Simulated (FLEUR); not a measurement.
## InP: equation of state with PBEsol

**Measured values to compare with.**

From a printed reference work, data compilation, for a bulk crystal of InP: bulk modulus 71 GPa.

The system is InP.

```
CELL_PARAMETERS angstrom
0.00000 2.93050 2.93050
2.93050 0.00000 2.93050
2.93050 2.93050 0.00000
ATOMIC_POSITIONS crystal
In 0.00000 0.00000 0.00000
P 0.75000 0.75000 0.75000
```

```yaml
Program: FLEUR MaX-R8.1 (later development tree)
Task: equation of state
Functional: PBEsol
Potentials_or_basis: all-electron
Basis: FLAPW
Kmax: 5 1/bohr
k_mesh: 8 × 8 × 8
Occupations: fermi-dirac, width 0.05 eV
Spin: no spin polarisation
```

```json
{"Equilibrium volume": "25.39 Å³/atom", "Bulk modulus": "67 GPa", "Pressure derivative of the bulk modulus": "4.6 (rough: it moves with the points fitted)"}
```

Energy against volume, from the lowest point:
| volume (Å³/atom) | energy (meV/atom) |
| --- | --- |
| 23.657 | 27.86 |
| 24.160 | 13.29 |
| 25.167 | 0.00 |
| 26.173 | 4.28 |
| 26.677 | 11.87 |

Against the measured bulk modulus of InP, 71 GPa (a printed reference work, data compilation), the calculated 67 GPa is off by -6.0 %. The fit is for a static lattice scaled at fixed shape and fixed fractional positions.
